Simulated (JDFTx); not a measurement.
Runs of JDFTx 1.7.0 (patched build) on InPd. Symmetry: Pm-3m, No. 221, cubic system. The conventional cell has a = 3.272 Å, b = 3.272 Å, c = 3.272 Å, α = 90.00°, β = 90.00°, γ = 90.00°. Around In (site symmetry m-3m) lie 8 Pd at 2.83 Å. Around Pd (site symmetry m-3m) lie 8 In at 2.83 Å. The cell comes from a database or a generator and needn't be the stable form of this composition.

```csv
level,U,gap on the mesh (eV),pressure (GPa)
PBE+U,Pd d U = 1 eV,none,(b)
PBE+U,Pd d U = 8 eV,none,2.7
PBE+U,Pd d U = 3 eV,none,3.0
PBE,-,none,(a)
PBE+U,Pd d U = 4 eV,none,2.9
```

Alike in all rows: task single point; potentials or basis PseudoDojo-SR-PBE-0.5-standard with smoothed tails; no spin polarisation; cell as given; k mesh 8 × 8 × 8; cutoff (eV) 1116; smearing fermi-dirac 0.05 eV.

Task: Estimate the missing entries.

Result: (a) 3.6; (b) 3.4.

Caveats: this set's palladium file may shift the pressure by some GPa; U without spin polarisation on a metal has little footing (some runs); the U is typed as a test and isn't derived for this compound (some runs); the empty levels aren't tightly converged (some runs).

A k mesh can miss the band edges, and the runs leave out spin-orbit coupling on In, Pd.

A gap of «none» marks a metal or a gap under the smearing width.
